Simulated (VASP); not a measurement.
Set up this calculation in VASP 6.6.1, as the native input.

- Task: relaxation of cell and atoms
- Functional: PBE
- Potentials or basis: VASP PAW PBE potentials, release 64 (Sb, Se)
- Cutoff: 520 eV
- k mesh: 6 × 6 × 6
- Occupations: gaussian, width 0.1 eV
- Spin: no spin polarisation
- Further INCAR settings: ALGO = Normal; EDIFF = 1e-06; IBRION = 2; EDIFFG = -0.01; NSW = 90; ISIF = 3

The structure of Sb2Se5 lies in POSCAR:

```
Sb2Se5
1.0
   -3.6300000000      3.6300000000      3.7870000000
    3.6300000000     -3.6300000000      3.7870000000
    3.6300000000      3.6300000000     -3.7870000000
Sb Se
2 5
Direct
    0.2500000000      0.7500000000      0.5000000000
    0.7500000000      0.2500000000      0.5000000000
    0.7024793400      0.2095041300      0.9119834700
    0.2975206600      0.7904958700      0.0880165300
    0.7904958700      0.7024793400      0.4929752100
    0.2095041300      0.2975206600      0.5070247900
    0.0000000000      0.0000000000      0.0000000000
```

The cell was built by a generator and needn't be a form met in nature.

These files were run (other wordings do the same):

INCAR

```
SYSTEM = Sb2Se5
PREC = Accurate
ENCUT = 520
EDIFF = 1E-6
ISMEAR = 0
SIGMA = 0.1
LREAL = .FALSE.
LASPH = .TRUE.
NELM = 120
ALGO = Normal
ISIF = 3
LWAVE = .FALSE.
LCHARG = .FALSE.
GGA = PE
IBRION = 2
NSW = 90
EDIFFG = -0.01
KPAR = 4
```

KPOINTS

```
Automatic mesh
0
G
  6 6 6
  0 0 0
```

Potentials or basis: VASP PAW PBE potentials, release 64 (Sb, Se).

Run with:

```bash
$ cat potpaw_PBE.64/Sb/POTCAR potpaw_PBE.64/Se/POTCAR > POTCAR
$ mpirun -np 4 vasp_std > vasp.out
```

It gave:

The relaxed volume is 28.68 Å³/atom and the relaxed cell is a = 6.392 Å, b = 6.392 Å, c = 6.392 Å, α = 110.81°, β = 110.81°, γ = 106.82°. The space group after relaxing (to 0.05 Å) is I4/m (No. 87), the energy gained by relaxing is 0.3 meV/atom and the ionic steps are 6. The pressure after relaxing is 0.0 GPa and the largest force after relaxing is 0.005 eV/Å. The band gap on the k mesh is none (metal or under the smearing width).

Wall time 110 s on 4 MPI ranks on AMD EPYC 9R45 96-Core Processor (Zen 5), with other jobs on the host, peak memory 0.42 GiB a rank.
